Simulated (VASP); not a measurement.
# Al16N15 (a cell with a defect) in VASP: settings compared, part 2 of 3

VASP 6.6.1.

## Step 4: Relaxation of the atoms, PBEsol, collinear spin, ferromagnetic start (atoms moved at random, drawn with an rms of 0.05 Å)

The input, INCAR:

```
ALGO     = Normal         # electronic algorithm
EDIFF    = 1E-5           # SCF threshold, eV
EDIFFG   = -0.03          # ionic threshold
ENCUT    = 450            # plane-wave cutoff, eV
GGA      = PS             # functional
IBRION   = 2              # ionic algorithm
ISIF     = 2              # what is computed and relaxed
ISMEAR   = 0              # smearing method
ISPIN    = 2              # spin polarisation
ISYM     = 0            
KPAR     = 4            
LASPH    = True           # aspherical terms in the spheres
LCHARG   = False          # write CHGCAR
LORBIT   = 11             # projections on sites
LREAL    = Auto         
LWAVE    = False          # write WAVECAR
MAGMOM   = -0.6 0 0 0 0 0 0 0 -0.6 0 -0.6 0 -0.6 0 0 0 0 0 0 0 0 0 0 0 0 0 0 0 0 0 0 # initial moments
NELECT   = 122.0        
NELM     = 120            # most SCF steps
NSW      = 60             # ionic steps
NUPDOWN  = 0              # fixed moment
PREC     = Accurate       # precision mode
SIGMA    = 0.03           # smearing width, eV
```

The input, KPOINTS:

```
k-points
0
Gamma
  3 3 2
```

The input, POSCAR:

```
Al16N15
1.0
    6.2200008610      0.0000000000      0.0000000000
   -3.1100004305      5.3866787572      0.0000000000
    0.0000000000      0.0000000000      9.9600000000
Al N
16 15
Direct
    0.3309450000      0.1618740000      0.0012470000
    0.3231140000      0.1645240000      0.4962280000
    0.3365160000      0.6661690000      0.0011630000
    0.3360130000      0.6706950000      0.5020700000
    0.8386910000      0.1699240000     -0.0020740000
    0.8311870000      0.1679190000      0.4961590000
    0.8323080000      0.6701150000      0.0043760000
    0.8363720000      0.6709200000      0.4968340000
    0.1671590000      0.3382540000      0.2532190000
    0.1648710000      0.3319580000      0.7501170000
    0.1577410000      0.8318990000      0.2491030000
    0.1711500000      0.8374820000      0.7476610000
    0.6667080000      0.3328680000      0.2468990000
    0.6645700000      0.3396670000      0.7542280000
    0.6704620000      0.8369600000      0.2491750000
    0.6599010000      0.8285220000      0.7476920000
    0.3394710000      0.1738950000      0.6927020000
    0.3337840000      0.6729640000      0.1953530000
    0.3301960000      0.6619680000      0.6919070000
    0.8332080000      0.1716500000      0.1943820000
    0.8344050000      0.1623050000      0.6948280000
    0.8293640000      0.6631290000      0.1893900000
    0.8318260000      0.6658640000      0.6864800000
    0.1793020000      0.3349200000      0.4394440000
    0.1548140000      0.3283010000      0.9440550000
    0.1631040000      0.8329210000      0.4413100000
    0.1554370000      0.8262260000      0.9429630000
    0.6722560000      0.3387520000      0.4399690000
    0.6712650000      0.3287850000      0.9359120000
    0.6605070000      0.8340230000      0.4450260000
    0.6672720000      0.8421370000      0.9390960000
```

Potentials or basis: VASP PAW PBE potentials, release 64 (Al, N).

The run is started by

```sh
$ cat potpaw_PBE.64/Al/POTCAR potpaw_PBE.64/N/POTCAR > POTCAR
$ mpirun -np 4 vasp_std > vasp.out
```

OUTCAR:

```text
EDIFF = 1E-5
   EDIFFG = -0.03
   ENCUT = 450
   GGA = PS
   IBRION = 2
   ISIF = 2
   ISMEAR = 0
   ISPIN = 2
   ISYM = 0
   LASPH = True
   LORBIT = 11
   LREAL = Auto
   NELECT = 122.0
   NELM = 120
   NSW = 60
   NUPDOWN = 0
   PREC = Accurate

 ion  position               nearest neighbor table
   1  0.331  0.162  0.001-  27 1.90  25 1.93  29 1.95  11 3.04  13 3.04  14 3.05  12 3.07   7 3.08
                             5 3.09  10 3.09   3 3.10   9 3.11   3 3.12   5 3.13   7 3.14
   2  0.323  0.165  0.496-  24 1.79  26 1.87  17 1.96  28 1.96   9 3.00  11 3.04   8 3.05  12 3.06
                             6 3.07  10 3.08  13 3.10   4 3.11   4 3.11   6 3.15  14 3.16   8 3.17
   3  0.337  0.666  0.001-  31 1.89  25 1.91  27 1.93  18 1.93  15 3.06  16 3.07   9 3.07   7 3.07
                            10 3.08  11 3.09   5 3.09   1 3.10  12 3.11   1 3.12   5 3.13   7 3.15
   4  0.336  0.671  0.502-  30 1.84  19 1.89  26 1.90  24 1.91  16 3.00  12 3.03   9 3.06  10 3.07
                             6 3.09  15 3.10   8 3.11   2 3.11   8 3.11   2 3.11  11 3.11   6 3.13
   5  0.839  0.170  0.998-  25 1.79  31 1.86  29 1.86  20 1.96  10 3.03  14 3.05  13 3.07  15 3.08
                             1 3.09   7 3.09   3 3.09  16 3.10   9 3.10   3 3.13   7 3.13   1 3.13
   6  0.831  0.168  0.496-  28 1.86  30 1.87  24 1.96  21 1.98   9 3.02  15 3.04  13 3.05   2 3.07
                             4 3.09  16 3.10  10 3.10   8 3.11   8 3.11   4 3.13   2 3.15  14 3.15
   7  0.832  0.670  0.004-  22 1.84  27 1.85  31 1.93  29 1.96  11 3.00  15 3.01  13 3.02  14 3.06
                             3 3.07   1 3.08   5 3.09  16 3.12   5 3.13   1 3.14  12 3.14   3 3.15
   8  0.836  0.671  0.497-  26 1.84  28 1.88  23 1.89  30 1.90  11 3.01  15 3.05   2 3.05  16 3.08
                            12 3.08  13 3.08   6 3.11   4 3.11   4 3.11   6 3.11  14 3.12   2 3.17
   9  0.167  0.338  0.253-  24 1.86  20 1.89  18 1.89   2 3.00   6 3.02   4 3.06   3 3.07  13 3.10
[... 16 lines left out ...]
  18  0.334  0.673  0.195-  11 1.88  15 1.89   9 1.89   3 1.93
  19  0.330  0.662  0.692-  16 1.86  10 1.87  12 1.89   4 1.89
  20  0.833  0.172  0.194-  13 1.84  15 1.88   9 1.89   5 1.96
  21  0.834  0.162  0.695-  10 1.86  16 1.87  14 1.96   6 1.98
  22  0.829  0.663  0.189-   7 1.84  11 1.87  13 1.87  15 1.89
  23  0.832  0.666  0.686-  14 1.88   8 1.89  16 1.90  12 1.93
  24  0.179  0.335  0.439-   2 1.79   9 1.86   4 1.91   6 1.96
  25  0.155  0.328  0.944-   5 1.79   3 1.91   1 1.93  10 1.93
  26  0.163  0.833  0.441-   8 1.84   2 1.87   4 1.90  11 1.91
  27  0.155  0.826  0.943-   7 1.85   1 1.90   3 1.93  12 1.95
  28  0.672  0.339  0.440-   6 1.86   8 1.88  13 1.92   2 1.96
  29  0.671  0.329  0.936-  14 1.81   5 1.86   1 1.95   7 1.96
  30  0.661  0.834  0.445-   4 1.84   6 1.87   8 1.90  15 1.95
  31  0.667  0.842  0.939-   5 1.86   3 1.89  16 1.91   7 1.93

IMPORTANT INFORMATION: All symmetrisations will be switched off!
NOSYMM: (Re-)initialisation of all symmetry stuff for point group C_1.

----------------------------------------------------------------------------------------

                                     Primitive cell

  volume of cell :     333.7113

  direct lattice vectors                    reciprocal lattice vectors
     6.220000861  0.000000000  0.000000000     0.160771682  0.092821574  0.000000000
    -3.110000430  5.386678757  0.000000000     0.000000000  0.185643148  0.000000000
     0.000000000  0.000000000  9.960000000     0.000000000  0.000000000  0.100401606

  length of vectors
     6.220000861  6.220000861  9.960000000     0.185643148  0.185643148  0.100401606

  position of ions in fractional coordinates (direct lattice)
     0.330945000  0.161874000  0.001247000
     0.323114000  0.164524000  0.496228000
     0.336516000  0.666169000  0.001163000
     0.336013000  0.670695000  0.502070000
     0.838691000  0.169924000  0.997926000
[... 158 lines left out ...]

 number of electron     122.0000000 magnetization       0.0017057

 number of electron     122.0000000 magnetization      -0.0013565

 Free energy of the ion-electron system (eV)
  ---------------------------------------------------
  ext. energy  EPLUGINS =         0.00000000
  ---------------------------------------------------
  free energy    TOTEN  =      -244.38015640 eV

  energy without entropy =     -244.38015640  energy(sigma->0) =     -244.38015640

------------------------ aborting loop because EDIFF is reached ----------------------------------------

  FORCE on cell =-STRESS in cart. coord.  units (eV):
  Direction    XX          YY          ZZ          XY          YZ          ZX
  --------------------------------------------------------------------------------------
  -------------------------------------------------------------------------------------
  Total       -8.6328994     -9.8902052    -14.3474442      1.0551910     -1.0393935     -0.0520648
  in kB      -41.4473150    -47.4837519    -68.8833509      5.0660653     -4.9902202     -0.2499677
  external PRESSURE =     -52.6048060 kB  Pullay stress =       0.0000000 kB
[... 180 lines left out ...]
  FREE ENERGIE OF THE ION-ELECTRON SYSTEM (eV)
  ---------------------------------------------------
  free  energy   TOTEN  =      -245.3078297645 eV

  energy  without entropy=     -245.3078297645  energy(sigma->0) =     -245.30782976

[... ionic steps 4 to 11 ...]

--------------------------------------- Ionic step       12  -------------------------------------------

 number of electron     121.9999988 magnetization       0.0000000

 number of electron     121.9999988 magnetization      -0.0000000
[... 127 lines left out ...]
--------------------------------------- Ionic step       14  -------------------------------------------

 number of electron     121.9999987 magnetization      -0.0000000

 Free energy of the ion-electron system (eV)
  ---------------------------------------------------
  ext. energy  EPLUGINS =         0.00000000
  ---------------------------------------------------
  free energy    TOTEN  =      -245.40445077 eV

  energy without entropy =     -245.40445077  energy(sigma->0) =     -245.40445077

 E-fermi :   6.7052     XC(G=0): -10.9598

 val. band max:        6.5445577538   @ k =   0.3333   0.3333   0.0000
 cond. band min:       9.4657505081   @ k =   0.3333   0.0000   0.0000
 fundamental gap:      2.9211927543
 Fermi energy:         6.7052074961

 spin component 1

 k-point     1 :       0.0000    0.0000    0.0000
  band No.  band energies     occupation
      1      -9.1454      1.00000
      2      -8.3406      1.00000
      3      -8.2251      1.00000
      4      -7.3206      1.00000
      5      -7.3188      1.00000
      6      -7.1405      1.00000
[... 749 lines left out ...]
     72      13.0150      0.00000
     73      13.1150      0.00000
 Fermi energy:         6.7052074961

 spin component 2

 k-point     1 :       0.0000    0.0000    0.0000
  band No.  band energies     occupation
      1      -9.1454      1.00000
      2      -8.3406      1.00000
      3      -8.2251      1.00000
      4      -7.3206      1.00000
      5      -7.3188      1.00000
      6      -7.1405      1.00000
[... 749 lines left out ...]
     72      13.0150      0.00000
     73      13.1150      0.00000
 [bands above 73 left out]

------------------------ aborting loop because EDIFF is reached ----------------------------------------

  FORCE on cell =-STRESS in cart. coord.  units (eV):
  Direction    XX          YY          ZZ          XY          YZ          ZX
  --------------------------------------------------------------------------------------
  -------------------------------------------------------------------------------------
  Total      -10.6037538    -10.6346322    -12.5032940     -0.0045767      0.0197703     -0.0008957
  in kB      -50.9095616    -51.0578118    -60.0294225     -0.0219731      0.0949188     -0.0043002
  external PRESSURE =     -53.9989320 kB  Pullay stress =       0.0000000 kB
[... 46 lines left out ...]
  FREE ENERGIE OF THE ION-ELECTRON SYSTEM (eV)
  ---------------------------------------------------
  free  energy   TOTEN  =      -245.4044507743 eV

  energy  without entropy=     -245.4044507743  energy(sigma->0) =     -245.40445077

 reached required accuracy - stopping structural energy minimisation

 total charge

# of ion       s       p       d       tot
------------------------------------------
    1        0.377   0.419   0.000   0.796
    2        0.365   0.437   0.000   0.802
    3        0.366   0.440   0.000   0.807
    4        0.365   0.435   0.000   0.800
    5        0.366   0.440   0.000   0.807
    6        0.365   0.435   0.000   0.800
[... 23 lines left out ...]
   30        1.222   2.614   0.000   3.837
   31        1.223   2.617   0.000   3.839
--------------------------------------------------
tot         24.251  45.944   0.000  70.196

 magnetization (x)

# of ion       s       p       d       tot
------------------------------------------
    1       -0.000   0.000   0.000  -0.000
    2       -0.000   0.000   0.000   0.000
    3        0.000  -0.000   0.000   0.000
    4        0.000  -0.000   0.000  -0.000
    5       -0.000  -0.000   0.000  -0.000
    6        0.000   0.000   0.000   0.000
[... 23 lines left out ...]
   30       -0.000   0.000   0.000   0.000
   31        0.000  -0.000   0.000  -0.000
--------------------------------------------------
tot         -0.000  -0.000   0.000  -0.000
```

Wall time 21 min (4 MPI ranks of Intel Xeon 6975P-C (Granite Rapids), shared host); peak memory 0.73 GiB.

What came out:

```
Free energy                                           : -245.4045 eV
Energy gained by relaxing                             : 33.0 meV/atom
Ionic steps                                           : 14
Largest force after relaxing                          : 0.018 eV/Å
Net moment                                            : 0.00 μB per cell
Valence electrons inside the program's atomic spheres : Al 0.80, 0.81, 0.78; N 3.83, 3.82, 3.84
```

Forces in eV/Å, atoms in the order of the input:
```
Al  -0.002  0.005 -0.005
Al   0.002 -0.002 -0.001
Al   0.001  0.005  0.005
Al  -0.004 -0.013 -0.005
Al   0.000  0.007  0.010
Al   0.002 -0.005 -0.005
Al  -0.002 -0.001  0.007
Al  -0.001 -0.001 -0.005
Al   0.000  0.006 -0.002
Al  -0.004  0.007  0.014
Al   0.007 -0.009 -0.004
Al   0.008  0.006  0.002
Al   0.002  0.001 -0.016
Al  -0.002  0.004 -0.004
Al   0.007 -0.009 -0.014
Al  -0.008 -0.009  0.012
N    0.001  0.010  0.015
N    0.007 -0.002  0.002
N    0.000 -0.002 -0.003
N    0.015 -0.001 -0.002
N   -0.015 -0.003 -0.002
N   -0.005 -0.007  0.007
N    0.000  0.008 -0.005
N   -0.005 -0.001  0.007
N   -0.006  0.000  0.001
N   -0.001 -0.005  0.003
N    0.004  0.003 -0.003
N   -0.001  0.001  0.001
N   -0.008  0.010 -0.011
N    0.006 -0.003  0.005
N    0.002  0.001 -0.005
```

Step by step:
```tsv
step	energy change (eV)	largest force (eV/Å)	pressure (GPa)
1	0.0000	3.0247	-5.26
2	-0.6125	1.6492	-5.02
3	-0.9277	0.6436	-5.60
4	-0.9888	0.3447	-5.50
5	-0.9943	0.2451	-5.54
6	-1.0112	0.1586	-5.48
7	-1.0136	0.1749	-5.44
8	-1.0209	0.0705	-5.44
9	-1.0212	0.0744	-5.43
10	-1.0229	0.0442	-5.43
11	-1.0231	0.0407	-5.43
12	-1.0239	0.0313	-5.42
13	-1.0239	0.0329	-5.41
14	-1.0243	0.0182	-5.40
```

Final structure:
```yaml
crystal:
  lattice:
    - [6.22000, 0.00000, 0.00000]
    - [-3.11000, 5.38668, 0.00000]
    - [0.00000, 0.00000, 9.96000]
  atoms:
    - { symbol: Al, position: [0.33244, 0.16702, 0.99021] }
    - { symbol: Al, position: [0.33273, 0.16768, 0.50188] }
    - { symbol: Al, position: [0.33454, 0.66820, 0.99917] }
    - { symbol: Al, position: [0.33402, 0.66851, 0.50092] }
    - { symbol: Al, position: [0.83147, 0.16495, 0.99918] }
    - { symbol: Al, position: [0.83227, 0.16664, 0.50098] }
    - { symbol: Al, position: [0.83129, 0.66819, 0.99919] }
    - { symbol: Al, position: [0.83208, 0.66831, 0.50096] }
    - { symbol: Al, position: [0.16271, 0.33735, 0.25136] }
    - { symbol: Al, position: [0.16583, 0.33441, 0.74956] }
    - { symbol: Al, position: [0.16286, 0.82853, 0.25129] }
    - { symbol: Al, position: [0.16534, 0.83286, 0.74965] }
    - { symbol: Al, position: [0.67208, 0.33754, 0.25147] }
    - { symbol: Al, position: [0.66678, 0.33408, 0.74974] }
    - { symbol: Al, position: [0.66576, 0.83443, 0.25217] }
    - { symbol: Al, position: [0.66617, 0.83404, 0.74951] }
    - { symbol: N, position: [0.33260, 0.16705, 0.69267] }
    - { symbol: N, position: [0.33393, 0.66844, 0.19045] }
    - { symbol: N, position: [0.33213, 0.66709, 0.69145] }
    - { symbol: N, position: [0.83158, 0.16613, 0.19049] }
    - { symbol: N, position: [0.83330, 0.16803, 0.69148] }
    - { symbol: N, position: [0.83174, 0.66856, 0.19046] }
    - { symbol: N, position: [0.83277, 0.66669, 0.69149] }
    - { symbol: N, position: [0.16695, 0.33374, 0.43985] }
    - { symbol: N, position: [0.16574, 0.33401, 0.94309] }
    - { symbol: N, position: [0.16676, 0.83596, 0.43984] }
    - { symbol: N, position: [0.16544, 0.83331, 0.94310] }
    - { symbol: N, position: [0.66457, 0.33364, 0.43995] }
    - { symbol: N, position: [0.66621, 0.33385, 0.94321] }
    - { symbol: N, position: [0.66607, 0.83452, 0.44150] }
    - { symbol: N, position: [0.66575, 0.83382, 0.94066] }
```

Caveat: the k mesh is coarse (spacing up to 0.39 Å⁻¹), so the values aren't converged; the cell is charged against a uniform background, so pressure and absolute levels hang on convention; the cutoff is under 1.25 times the usual one of these potentials, so pressure, stress and relaxed cells hold a basis-set (Pulay) error; the moment is held away from its start; the PAW data sets were made with another functional, which shifts forces and pressure a little; the total moment is fixed, so each spin has its own Fermi level.

(Continued in part 3 of 3.)
